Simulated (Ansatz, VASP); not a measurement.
# CoSi2 (CoSi2 strained to the junction's net): VASP beside Ansatz, part 2 of 2

Aim: how closely do two programs agree when they are given the same cell, functional and k mesh? The cell is generated by rule, not measured, and may not be a known phase. Of the first pair: The structure shown is the start of the Ansatz relaxation below; VASP solves that cell, so the two are compared at the walk's first step.

VASP 6.6.1 and Ansatz 0.2.0.

So far. Step 4 (Side by side): The forces differ by 0.2 meV/Å r.m.s., which is 0.1 % of the r.m.s. force of 0.135 eV/Å (both taken over all components).

## Step 5: Ansatz: relaxation, PBE

Level of this step: Ansatz beside VASP: Kohn-Sham DFT, plane waves, PBE (Ansatz).

This run makes the geometry at which the two programs are then compared.

The structure compared here is the end of the Ansatz relaxation.

Contents of input.yaml:

```yaml
crystal:
  lattice:
    - [3.854, 0.0, 0.0]
    - [-1.927, 3.3376619062, 0.0]
    - [0.0, 0.0, 9.1742135305]
  atoms:
    - { symbol: Si, position: [0.0, 0.0, 0.0] }
    - { symbol: Co, position: [0.3333333333, 0.6666666667, 0.0833333333] }
    - { symbol: Si, position: [0.6666666667, 0.3333333333, 0.1666666667] }
    - { symbol: Si, position: [0.3333333333, 0.6666666667, 0.3333333333] }
    - { symbol: Co, position: [0.6666666667, 0.3333333333, 0.4166666667] }
    - { symbol: Si, position: [0.0, 0.0, 0.5] }
    - { symbol: Si, position: [0.6666666667, 0.3333333333, 0.6666666667] }
    - { symbol: Co, position: [0.0, 0.0, 0.75] }
    - { symbol: Si, position: [0.3333333333, 0.6666666667, 0.8333333333] }
kpoints:
  mp_grid: { grid: [12, 12, 3] }
scf:
  occupations: { method: fermi_dirac, width: 0.1 }
  max_iter: 150
hamiltonian:
  xc: pbe
relax:
  f_tol: 0.01
  max_steps: 40
  cell: { fix: [a, b, angles] }
```

Run with:

```console
$ ansatz run input.yaml --threads 8 --pin off --max-ram 24576MiB --backend cpu --events-out ev --progress --plain --runs-dir out
```

Numbers of over 12 decimals in the logs are rounded to 6 here.

The log of the run:

```text
[...]
Crystal: 9 atoms, lattice volume = 118.011 Å³
Basis set: ecut = 420 eV, 2287 PW (Γ), exchange–correlation on 54×54×128 points (8 copies of the dense FFT grid, shifted against one another)
Bands: 47, of which v1, the nominal top of the filled ones, is band 38 counted from 1 (37 counted from 0)
Symmetry: 36 space group operations
[...]
k-points: 50 of 432
[...]
- { symbol: Co, position: [0.333333, 0.666667, 0.083333] }
    - { symbol: Si, position: [0.666667, 0.333333, 0.163963] }
    - { symbol: Si, position: [0.333333, 0.666667, 0.336037] }
    - { symbol: Co, position: [0.666667, 0.333333, 0.416667] }
    - { symbol: Si, position: [-8.251414239015967e-19, 0, 0.497296] }
    - { symbol: Si, position: [0.666667, 0.333333, 0.669371] }
    - { symbol: Co, position: [0, 0, 0.750000] }
    - { symbol: Si, position: [0.333333, 0.666667, 0.830629] }
[key lines of the parts left out:]
SCF converged after 8 iterations
Free energy (F): -19197.534251 eV
Fermi energy:    12.491206 eV
P = ⅓ Tr σ = -3.6428 GPa (-36.428 kbar)
```

## Step 6: VASP: single point, PBE, relaxed cell, pair 2

The same cell, functional, mesh and smearing now go to VASP, with its own data sets.

Contents of INCAR:

```
SYSTEM = CoSi2
PREC = Accurate
ENCUT = 600
EDIFF = 1E-06
NELM = 120
ISMEAR = -1
SIGMA = 0.1
LREAL = .FALSE.
ALGO = Normal
GGA = PE
NBANDS = 34
LASPH = .TRUE.
LORBIT = 11
LWAVE = .FALSE.
LCHARG = .FALSE.
ISIF = 2
GGA_COMPAT = .FALSE.
KPAR = 2
```

Contents of POSCAR:

```
CoSi2
1.0
    3.8540000000      0.0000000000      0.0000000000
   -1.9270000000      3.3376619062      0.0000000000
    0.0000000000      0.0000000000      9.1765067762
Si Co
6 3
Direct
    0.0000000000      0.0000000000      0.0027039064
    0.6666666667      0.3333333333      0.1639627602
    0.3333333333      0.6666666667      0.3360372398
    0.0000000000      0.0000000000      0.4972960936
    0.6666666667      0.3333333333      0.6693705731
    0.3333333333      0.6666666667      0.8306294269
    0.3333333333      0.6666666667      0.0833333333
    0.6666666667      0.3333333333      0.4166666667
    0.0000000000      0.0000000000      0.7500000000
```

Contents of KPOINTS:

```
Automatic mesh
0
Gamma
12 12 3
0 0 0
```

The projector-augmented-wave data sets are Si and Co (PBE family, release 64).

Run with:

```console
$ mpirun -np 2 vasp_std
```

The log of the run:

```text
[... set-up lines as in an earlier step ...]
 entering main loop
       N       E                     dE             d eps       ncg     rms          rms(c)
DAV:   1     0.343581855114E+03    0.34358E+03   -0.22957E+04  3400   0.168E+03
DAV:   2    -0.315248998576E+02   -0.37511E+03   -0.36031E+03  3400   0.363E+02
DAV:   3    -0.608584705713E+02   -0.29334E+02   -0.27920E+02  4106   0.115E+02
DAV:   4    -0.621320151535E+02   -0.12735E+01   -0.12596E+01  4326   0.225E+01
[...]
DAV:  14    -0.578902413765E+02    0.28475E-04   -0.16004E-04  5142   0.156E-01    0.198E-02
DAV:  15    -0.578902428262E+02   -0.14497E-05   -0.80555E-06  3902   0.156E-02    0.556E-03
DAV:  16    -0.578902437408E+02   -0.91451E-06   -0.33934E-07  2138   0.590E-03
   1 F= -.57890244E+02 E0= -.57839990E+02  d E =-.100507E+00
```

Parts of OUTCAR (step 6):

```text
  Total       -4.1234641     -4.1234641     -0.1005574      0.0000000      0.0000000      0.0000000
  in kB      -55.9682017    -55.9682017     -1.3648762      0.0000000      0.0000000      0.0000000
  external PRESSURE =     -37.7670932 kB  Pullay stress =       0.0000000 kB

 POSITION                                       TOTAL-FORCE (eV/Angst)
 -----------------------------------------------------------------------------------
      0.00000      0.00000      0.02481         0.000000      0.000000      0.000519
      1.92700      1.11255      1.50461        -0.000000     -0.000000     -0.000519
     -0.00000      2.22511      3.08365        -0.000000      0.000000      0.000519
      0.00000      0.00000      4.56344        -0.000000     -0.000000     -0.000519
      1.92700      1.11255      6.14248        -0.000000      0.000000      0.000519
     -0.00000      2.22511      7.62228        -0.000000     -0.000000     -0.000519
     -0.00000      2.22511      0.76471         0.000000      0.000000     -0.000000
      1.92700      1.11255      3.82354        -0.000000     -0.000000     -0.000000
      0.00000      0.00000      6.88238         0.000000     -0.000000     -0.000000
 -----------------------------------------------------------------------------------
    total drift:                                0.000000      0.000000     -0.000000

  FREE ENERGIE OF THE ION-ELECTRON SYSTEM (eV)
  ---------------------------------------------------
  free  energy   TOTEN  =       -57.8902437408 eV

  energy  without entropy=      -57.7897370732  energy(sigma->0) =      -57.83999041

[... 1 part as in an earlier step ...]

[... 2 further parts left out ...]
[key lines of the parts left out:]
E-fermi :   9.7623
```

The run ends at a pressure of -3.78 GPa, with forces up to 5.2e-4 eV/Å.

## Step 7: Side by side

What differs besides the data sets and the points named for the pairs above, as far as they apply: the data sets hold 75 valence electrons in Ansatz (on its default PAW (the set named soft_2) files) and 51 in VASP; the cutoff is 420 eV in Ansatz and 600 eV in VASP; Ansatz's pressure holds a Pulay correction, VASP's none. Total energies have different zeros and are not compared.

Both answers:

| quantity | Ansatz | VASP | difference |
| --- | --- | --- | --- |
| pressure (GPa) | -3.64 | -3.78 | +0.13 |

## Step 8: What came out

```json
{
 "r.m.s. force difference (single point, PBE, start cell, pair 1)": "0.16 meV/Å",
 "difference in pressure (single point, PBE, relaxed cell, pair 2)": "0.13 GPa"
}
```

**Reading.** The difference in pressure is 0.13 GPa (single point, PBE, relaxed cell, pair 2), within the 1 GPa picked in this series as the mark of a large difference. The data sets hold unlike numbers of valence electrons (75 in Ansatz and 51 in VASP), so part of the differences comes from the potentials. Such differences can come from data sets, numerical settings and the points named under the comparisons, not from the functional's error against experiment.

[Lines on the potential files, build, host, timing and source positions are cut from VASP's logs without a mark.]

[Logs are printed without paths, hosts, clocks, repeated set-up lines and the standing remarks that a program may print on its own settings, such as how far it seeks lower states.]

[Hosts, paths, dates, database ids (printed as entryN), source tags and the programs' standing remarks are cut or masked in the printed files.]
